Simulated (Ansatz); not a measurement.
Input for Ansatz (plane-wave DFT, PAW):

```yaml
crystal:
  lattice:
    - [-2.0349291562, 2.0349291562, 2.0349291562]
    - [2.0349291562, -2.0349291562, 2.0349291562]
    - [2.0349291562, 2.0349291562, -2.0349291562]
  atoms:
    - { symbol: Bi, position: [0.0, 0.0, 0.0] }
basis:
  ecutwfc: 420
kpoints:
  mp_grid: { grid: [16, 16, 16] }
hamiltonian:
  xc: pbe
scf:
  occupations: { method: gaussian, width: 0.1 }
output:
  forces: true
  stress: true
  eigenvalues: true
```

It can be run as
```bash
ansatz run input.yaml --threads 1 --pin off --backend cpu --events-out ev --progress --plain --runs-dir out  # memory cap (--max-ram) not shown
```

Method: DFT PBE, scalar-relativistic, plane waves, PAW in Ansatz 0.2.0.

From the run's log, abridged (iterations and final results):

```
SCF iter   1: F=—  HF=-12396.400526 eV  |F-HF|=—  |Δ(HF+E_count)|=         —  Δρ=8.52e-4  dr2=1.69e-4  ethr=1.77e-3  ⟨swp⟩=5.4  Hψ=9911  notcnv=0
SCF iter   2: F=—  HF=-12396.400039 eV  |F-HF|=—  |Δ(HF+E_count)|=   4.87e-4  Δρ=4.67e-4  dr2=2.67e-5  ethr=1.13e-6  ⟨swp⟩=2.6  Hψ=4236  notcnv=0
SCF iter   3: F=—  HF=-12396.400089 eV  |F-HF|=—  |Δ(HF+E_count)|=   5.03e-5  Δρ=2.75e-4  dr2=1.06e-5  ethr=1.78e-7  ⟨swp⟩=2.0  Hψ=1903  notcnv=0
SCF iter   4: F=—  HF=-12396.400117 eV  |F-HF|=—  |Δ(HF+E_count)|=   2.75e-5  Δρ=4.11e-5  dr2=4.42e-7  ethr=7.10e-8  ⟨swp⟩=2.0  Hψ=2036  notcnv=0
SCF iter   5: F=-12396.400118 eV  HF=-12396.400118 eV  |F-HF|=5.94e-9  |Δ(HF+E_count)|=   5.80e-7  Δρ=6.32e-6  dr2=1.21e-8  ethr=2.95e-9  ⟨swp⟩=2.9  Hψ=2700  notcnv=0
SCF iter   6: F=-12396.400118 eV  HF=-12396.400118 eV  |F-HF|=3.57e-10  |Δ(HF+E_count)|=   6.21e-9  Δρ=1.28e-6  dr2=5.28e-10  ethr=8.05e-11  ⟨swp⟩=4.8  Hψ=7740  notcnv=0
SCF 1 converged in 6 iterations: F = -12396.400118 eV  dr2 = 5.28e-10
SCF converged after 6 iterations
Free energy (F): -12396.400118 eV
Harris-Foulkes:  -12396.400118 eV  (|F-HF|=3.57e-10)
Internal energy: -12396.395814 eV  (E = F + TS)
E sigma→0 (E₀):  -12396.397966 eV
Entropy (-TS):   -0.004303 eV (-4.303 meV/atom)
Fermi energy:    10.475439 eV
--- Per-component energies (eV) ---
  E_band       = -99.689430
  E_kinetic    = 300.892987
  E_local      = -1458.657788  (includes V_loc(G=0)·N_el)
  E_nonlocal   = 559.865524
  E_hartree    = 463.911525
  E_xc         = -150.838873
  E_vxc        = -143.608523  (∫ρ·V_xc dr)
  E_paw        = -10663.013898  (= ΣΔE_a)
  E_vpaw       = -286.005187  (= ΣTr[D̂ρ^β])
  E_aug_tail   = -0.000432  (compensation charges beyond the density's cutoff)
  E_ewald      = -1448.554861
  E_smearing   = -0.004303  (= −TS)
--- Forces (eV/Å), atoms counted from 1 ---
  atom   1  Bi     0.00000000     0.00000000     0.00000000
--- Stress (GPa, compression-positive) ---
       -2.807063       0.000000       0.000000
        0.000000      -2.807063       0.000000
        0.000000       0.000000      -2.807063
  P = ⅓ Tr σ = -2.8071 GPa (-28.071 kbar)
--- Band table (eV; the first three rows and the last of 145) ---
  k-point 0: bands = ["-12.4944", "-12.4944", "-12.4944", "-12.3960", "-12.3960", "-2.4928", "15.0660", "15.0660", "15.0660", "18.6698", "20.9247", "20.9247"]
  k-point 1: bands = ["-12.4954", "-12.4922", "-12.4883", "-12.3973", "-12.3962", "-2.4285", "14.3318", "14.8721", "15.0148", "19.1804", "20.1920", "20.4061"]
  k-point 2: bands = ["-12.4986", "-12.4866", "-12.4710", "-12.4009", "-12.3969", "-2.2373", "12.8642", "14.3850", "14.8661", "18.8250", "19.7400", "20.6015"]
  k-point 144: bands = ["-12.4991", "-12.4991", "-12.3469", "-12.3469", "-12.3469", "1.9115", "8.8609", "8.8609", "8.8609", "14.1012", "14.1012", "25.5403"]
```

The run converged.

Spin–orbit coupling is left out, which can shift energies with elements as heavy as these.